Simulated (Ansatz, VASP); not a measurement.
## Ga in VASP and in Ansatz

```
Ga
1.0
     2.71956    0.00000    0.00000
     0.00000    2.71956    0.00000
     0.00000    0.00000    2.71956
Ga
1
Direct
  0.00000 0.00000 0.00000
```

This isn't the form of Ga at room conditions, which is orthorhombic.

Alike in both runs: task single point; functional PBE; k mesh 14 × 14 × 14; occupations fermi-dirac, width 0.05 eV; no spin polarisation.

|  | VASP | Ansatz |
| --- | --- | --- |
| version | VASP 6.6.1 | Ansatz 0.2.0 |
| potentials or method | VASP PAW PBE potentials, release 64 (Ga_d), cutoff 520 eV | all-electron LAPW, scalar-relativistic |

VASP gave:

```
pressure (GPa) : 0.1
```

Q: Estimate Ansatz's values.

A: Pressure (GPa): 0.0.

Ansatz ran all-electron here, so the differences hold the error of VASP's frozen core and of both bases.
